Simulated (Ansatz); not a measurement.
# WS2: stress in a strained cell, part 2 of 2

Aim: deform WS2 (zz strain of +1 %) and compute stress, forces and field gradients with LAPW, PAW and all-electron datasets made for the crystal.

Ansatz 0.2.0; DFT LDA; a database cell (COD). «Crystal datasets» are all-electron PAW datasets made for this crystal. Earlier steps stand in the parts before.

**5. Datasets made for this crystal**

input.yaml

```yaml
crystal:
  lattice:
    - [1.5790003843, 0.9116362969, 6.2249633]
    - [-1.5790003843, 0.9116362969, 6.2249633]
    - [0.0, -1.8232725938, 6.2249633]
  atoms:
    - { symbol: W, position: [0.0, 0.0, 0.0] }
    - { symbol: S, position: [0.7503, 0.7503, 0.7503] }
    - { symbol: S, position: [0.581, 0.581, 0.581] }
kpoints:
  mp_grid: { grid: [13, 13, 13] }
scf:
  occupations: { method: fermi_dirac, width: 0.08 }
hamiltonian:
  xc: lda
  pseudopotentials: { kind: all_electron, datasets: crystal }
output:
  forces: true
  stress: true
  eigenvalues: true
  efg: { contact_densities: true }
```

Command:

```console
$ ansatz run input.yaml --threads 1 --pin off --max-ram 6144MiB --backend cpu --events-out ev --progress --plain --runs-dir out
```

Log:

```text
basis.fft_grid_basis auto: the FFT boxes are laid along the combinations [[1, 0, -1], [0, 1, -1], [0, 0, 1]] of the cell's own vectors, 3.158, 3.158 and 6.486 Å long. The dense box has 18×18×36 points. Along the cell's own vectors, as sized, it would have 36×36×36, 4.00 times as many. Of the 6 symmetry operations that the crystal satisfies within crystal.symmetry.tolerance (time reversal apart; of a slab, those that keep its plane) the dense box along the cell's own vectors carries 6, and the one as laid loses 4 of those. basis.fft_grid_basis: typed keeps the cell's own vectors: state it where this run's energies or levels are differenced outside the engine with another run's, or held beside a run that keeps those vectors.
hamiltonian.pseudopotentials.datasets: crystal makes datasets for this crystal and solves the spheres of its atoms anew in each pass: cutoff 280.0 eV, the density's 1120.0 eV; for an error of 0.50 meV an atom under PBE, 1.5 meV for the cell; an energy difference from a run of another recipe may be off by several times the error for the cell, under r2SCAN by more, where some 0.1 meV an atom stays at smaller errors; S in spheres of 1.090 Å, 6 of its electrons in bands; W in spheres of 1.307 Å, 14 of its electrons in bands, 14 on its site; only band paths and densities of states list, in semicore columns, the levels of the semicore shells that are solved separately: 4f of W
band count auto-derived: 19 (N_el = 26.0; filled up to band 13; 17 by the electrons, moments and atoms)
W: output.efg is read without spin–orbit coupling, which moves field gradients at and beside such atoms by some per cent and up to a factor of two; PAW files take it under magnetization.noncollinear and magnetization.spin_orbit
Engine: ansatz 0.2.0
Pseudopotentials: kind: all_electron
Pseudopotential: W, paw, valence charge 28, recommended cutoff 280 eV (normal), Koelling and Harmon's equation, gaussian nucleus
Pseudopotential: S, paw, valence charge 6, recommended cutoff 280 eV (normal), Koelling and Harmon's equation, gaussian nucleus
Functional definition: SPW92
  exchange = slater_x
  correlation = pw_c
Crystal: 3 atoms, lattice volume = 53.764 Å³
Basis set: ecut = 280 eV, 587 PW (Γ), FFT grids on a1−a3, a2−a3, a3
Bands: 19, of which v1, the nominal top of the filled ones, is band 13 counted from 1 (12 counted from 0)
Symmetry: 6 space group operations
Space group: R3m (ITA 160), of the structure as read, at distance tolerance 3.8e-5 Å
k-points: 231 of 2197 (time reversal used)
Non-local potential: W, projectors of the file, l = 0: 2, l = 1: 2, l = 2: 2
Non-local potential: S, projectors of the file, l = 0: 1, l = 1: 1, l = 2: 2
PAW form: soft (Blöchl's): semilocal exchange-correlation on the pseudo side does not see the compensation charge
PAW one-centre angular grid: W, 590 points (default); XC on its mesh's 1805 points in the sphere
PAW one-centre angular grid: S, 110 points (default); XC on its mesh's 1911 points in the sphere
Initial density: superposition of atomic densities (neutral atoms: chi_scale 0, normalization atom)
Initial wavefunctions: pseudopotential atomic-orbital guess
Functional: x = slater, c = lda
iter 1 solved again at ethr=2.10e-2 eV; its pass at ethr=1.00e-1 eV (dr2=5.47e0 eV) is discarded
SCF iter   1: F=—  HF=-460611.968931 eV  |F-HF|=—  |Δ(HF+E_count)|=         —  Δρ=8.18e-2  dr2=5.49e0  ethr=2.10e-2  ⟨swp⟩=2.2  Hψ=23271  notcnv=0
preconditioner: auto → none  [insulator: Δε(μ)=0.885 eV  Ē_g=10.666 eV  σ=0.080 eV  W_gap=0.99  n_scr=16 (ndim 8)  ℏωp=21.5 eV  f_vac=0.001  D(μ)=0.00/eV (n_scr^D=0)  ε∞_Penn≈5.1]
SCF iter   2: F=—  HF=-460612.060751 eV  |F-HF|=—  |Δ(HF+E_count)|=   9.18e-2  Δρ=7.70e-2  dr2=9.84e0  ethr=2.10e-2  ⟨swp⟩=3.8  Hψ=12316  notcnv=0  defer=4
SCF iter   3: F=—  HF=-460610.871867 eV  |F-HF|=—  |Δ(HF+E_count)|=    1.19e0  Δρ=3.38e-2  dr2=1.58e0  ethr=2.10e-2  ⟨swp⟩=3.7  Hψ=11245  notcnv=0  defer=10
iter 4 solved again at ethr=2.58e-4 eV; its pass at ethr=6.09e-3 eV (dr2=6.71e-2 eV) is discarded
SCF iter   4: F=—  HF=-460610.623140 eV  |F-HF|=—  |Δ(HF+E_count)|=   2.49e-1  Δρ=1.00e-2  dr2=6.40e-2  ethr=2.58e-4  ⟨swp⟩=2.9  Hψ=19728  notcnv=0  defer=11
SCF iter   5: F=—  HF=-460610.611800 eV  |F-HF|=—  |Δ(HF+E_count)|=   1.13e-2  Δρ=2.29e-3  dr2=5.98e-3  ethr=2.46e-4  ⟨swp⟩=3.1  Hψ=9737  notcnv=0  defer=6
SCF iter   6: F=—  HF=-460610.612385 eV  |F-HF|=—  |Δ(HF+E_count)|=   5.85e-4  Δρ=1.44e-3  dr2=1.81e-3  ethr=2.30e-5  ⟨swp⟩=3.0  Hψ=7870  notcnv=0  defer=1
SCF iter   7: F=—  HF=-460610.612098 eV  |F-HF|=—  |Δ(HF+E_count)|=   2.87e-4  Δρ=3.52e-4  dr2=9.63e-5  ethr=6.96e-6  ⟨swp⟩=2.3  Hψ=9124  notcnv=0  defer=1
SCF iter   8: F=—  HF=-460610.612094 eV  |F-HF|=—  |Δ(HF+E_count)|=   4.22e-6  Δρ=1.16e-4  dr2=1.35e-5  ethr=3.70e-7  ⟨swp⟩=3.0  Hψ=8283  notcnv=0
SCF iter   9: F=—  HF=-460610.612093 eV  |F-HF|=—  |Δ(HF+E_count)|=   7.12e-7  Δρ=6.18e-5  dr2=4.59e-6  ethr=5.18e-8  ⟨swp⟩=3.0  Hψ=8832  notcnv=0
SCF iter  10: F=—  HF=-460610.612093 eV  |F-HF|=—  |Δ(HF+E_count)|=   7.30e-7  Δρ=2.37e-5  dr2=6.23e-7  ethr=1.76e-8  ⟨swp⟩=2.0  Hψ=7407  notcnv=0  defer=1
SCF iter  11: F=-460610.612093 eV  HF=-460610.612093 eV  |F-HF|=5.36e-8  |Δ(HF+E_count)|=   9.84e-8  Δρ=7.38e-6  dr2=6.01e-8  ethr=2.40e-9  ⟨swp⟩=2.7  Hψ=7585  notcnv=0
SCF 1 converged in 11 iterations: F = -460610.612094 eV  dr2 = 6.01e-8
  Residual-converged pass: ⟨swp⟩=3.9  Hψ=10774  notcnv=0  max |occ|·‖R‖ = 6.4e-6 eV (tolerance 6.5e-6 eV)  dr2=5.72e-8  dr2_onsite=2.13e-8  max |Δocc| = 2.0e-8
SCF converged after 11 iterations
Free energy (F): -460610.612094 eV
Harris-Foulkes:  -460610.612094 eV  (|F-HF|=5.36e-8)
Internal energy: -460610.612062 eV  (E = F + TS)
E sigma→0 (E₀):  -460610.612078 eV
Entropy (-TS):   -0.000032 eV (-0.011 meV/atom)
Past the cutoff: the bands carry plane waves up to 1.75 times it, of which those up to 1.5 times it add -0.000249 eV an atom, each by itself; the spheres take 0.000152 eV an atom off the energy for waves past 1.75 times it
By the cutoff:   a pressure is off by up to 0.006 GPa (1.2 times the spheres' own share and the shells' term, over an atom's volume, and 0.004 GPa: a bound that held against runs at twice the plane waves)
Past the cutoffs: a stress includes 0.0008 GPa for waves and charges beyond them, in addition to the slope of what the spheres take
In the spheres:  the bands' charges fall short by 5.6e-8 e at most (sound up to 1e-3), those of shells solved beside the bands by 1.4e-8 e (sound up to 5e-4)
Fermi energy:    14.229911 eV
--- Per-component energies (eV) ---
  The terms above E_closure are by the made datasets' own strengths, without shells solved beside the bands.
--- Forces (eV/Å), atoms counted from 1 ---
  atom   1  W     -0.00000000    -0.00000000    -0.57048216
  atom   2  S     -0.00000000     0.00000000    -0.28149291
  atom   3  S      0.00000000    -0.00000000     0.85196563
  max |Σ_I F_I| component: 9.44e-6 eV/Å
--- Stress (GPa, compression-positive) ---
       -4.781164       0.000000      -0.000000
        0.000000      -4.781164      -0.000000
       -0.000000       0.000000      -6.268786
  P = ⅓ Tr σ = -5.2770 GPa (-52.770 kbar)
  It holds what live shells' own plane waves past their cutoff add
--- PAW observables at the nuclei: V_zz in 10²¹ V/m², potentials from the cell's mean, atoms counted from 1 ---
  atom   1  W  V_zz =   -16.347246   η = 0.0000   by run symmetry: allowed
            electrostatic potential = -14800.018685 V   contact ρ = 8784005.430401 e/Å³
  atom   2  S  V_zz =    -4.681160   η = 0.0000   by run symmetry: allowed
            electrostatic potential = -1635.343424 V   contact ρ = 19624.822041 e/Å³
  atom   3  S  V_zz =    -3.892771   η = 0.0000   by run symmetry: allowed
            electrostatic potential = -1635.329999 V   contact ρ = 19625.389196 e/Å³
--- Band table (eV; the first three rows and the last of 231) ---
  k-point 0: bands = ["-60.6707", "-24.9706", "-24.7785", "-24.7785", "-1.6536", "0.2840", "6.2702", "10.4378", "10.4378", "11.6705", "11.6705", "12.2637", "12.5862", "16.0536", "16.0536", "16.3681", "16.3681"]
  k-point 1: bands = ["-60.6696", "-24.9668", "-24.7998", "-24.7835", "-1.5515", "0.3151", "6.3975", "10.1766", "10.5376", "11.2379", "11.5099", "12.3815", "12.6755", "15.9161", "16.1175", "16.1618", "16.3548"]
  k-point 2: bands = ["-60.6666", "-24.9561", "-24.8584", "-24.7971", "-1.2573", "0.4045", "6.7507", "9.5495", "10.5124", "10.8057", "11.1372", "12.3332", "12.6537", "15.3847", "16.0425", "16.1658", "16.6970"]
  k-point 230: bands = ["-60.6696", "-24.9668", "-24.7998", "-24.7835", "-1.3333", "-0.0883", "7.4084", "9.8503", "10.1633", "10.5215", "11.5417", "11.6959", "13.6283", "16.0343", "16.1018", "16.1541", "16.3773"]
```

Wall time 99 s (1 thread of Arm Neoverse V2, shared host); peak memory 2.3 GiB.

Result: pressure -5.28 GPa; gap on the k mesh 1.03 eV (an odd mesh misses the zone boundary); largest force 0.852 eV/Å; Vzz W1 -16.35 (η = 0.00), S2 -4.68 (η = 0.00), S3 -3.89 (η = 0.00) (10²¹ V/m²).

**6. Side by side**

Stress (GPa, compression positive):

| method | xx | yy | zz | yz | xz | xy |
| --- | --- | --- | --- | --- | --- | --- |
| LAPW | -4.78 | -4.78 | -6.27 | 0.00 | 0.00 | 0.00 |
| PAW | -4.83 | -4.83 | -6.29 | 0.00 | 0.00 | 0.00 |
| crystal datasets | -4.78 | -4.78 | -6.27 | 0.00 | 0.00 | 0.00 |

Forces (eV/Å):

| atom | LAPW x | LAPW y | LAPW z | PAW x | PAW y | PAW z | crystal datasets x | crystal datasets y | crystal datasets z |
| --- | --- | --- | --- | --- | --- | --- | --- | --- | --- |
| W1 | 0.000 | 0.000 | -0.571 | 0.000 | 0.000 | -0.571 | 0.000 | 0.000 | -0.570 |
| S2 | 0.000 | 0.000 | -0.282 | 0.000 | 0.000 | -0.283 | 0.000 | 0.000 | -0.281 |
| S3 | 0.000 | 0.000 | 0.852 | 0.000 | 0.000 | 0.854 | 0.000 | 0.000 | 0.852 |

| method | pressure (GPa) | gap on the k mesh (eV) | largest force (eV/Å) | Vzz W1 (10²¹ V/m²) | Vzz S2 (10²¹ V/m²) | Vzz S3 (10²¹ V/m²) | SCF cycles, all passes |
| --- | --- | --- | --- | --- | --- | --- | --- |
| LAPW | -5.27 | 1.03 | 0.852 | – | – | – | 10 |
| PAW | -5.32 | 1.03 | 0.854 | -16.65 | -4.67 | -3.89 | 8 |
| crystal datasets | -5.28 | 1.03 | 0.852 | -16.35 | -4.68 | -3.89 | 11 |

**7. Results**

The summary covers parts 1 to 2.

```
                                 quantity                                              value
                                 pressure  LAPW -5.27, PAW -5.32, crystal datasets -5.28 GPa
largest shear or deviatoric stress (LAPW)                                           0.99 GPa
```

The largest part of the stress beyond the pressure is 0.99 GPa in size, in the zz component; the atoms are carried along and not relaxed. No run of the undeformed cell stands beside it, so the pressure holds what the given cell had before the change. PAW: stress within 0.05 GPa of LAPW, forces within 2 meV/Å. Crystal datasets: stress within 0.01 GPa of LAPW, forces within 1 meV/Å. Spin-orbit coupling is left out, though the cell holds W; in elements this heavy it can shift bands and gaps by tenths of an eV.
